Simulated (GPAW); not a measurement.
The system is Si2Ni.

```xyz
3
Lattice="0.0000 2.7030 2.7030 2.7030 0.0000 2.7030 2.7030 2.7030 0.0000" Properties=species:S:1:pos:R:3 pbc="T T T"
Ni    0.0000    0.0000    0.0000
Si    4.0545    4.0545    4.0545
Si    1.3515    1.3515    1.3515
```

Base run:

```yaml
Program: GPAW 26.7.0
Functional: PBEsol
Potentials_or_basis: PAW data sets generated in the run's folder for this functional
Cutoff: 600 eV
Basis: pw
k_mesh: 9 × 9 × 9
Occupations: fermi-dirac, width 0.05 eV
Spin: collinear spin, ferromagnetic start
Starting_moments: "[1.0, 0.0, 0.0] μB"
Hubbard_terms: Ni d U = 8 eV
```

Its results: pressure -3.2 GPa; net moment 0.00 μB per cell.

Task: The run is repeated on the same cell with these changes: hubbard terms from Ni d U = 8 eV to Ni d U = 3 eV. What comes out?

Result: Pressure -0.8 GPa; net moment 0.00 μB per cell.

Caveats: the stock nickel data set gives pressures a few GPa off other programs; the U is typed as a test and isn't derived for this compound.

Not every run made on this cell is shown here.
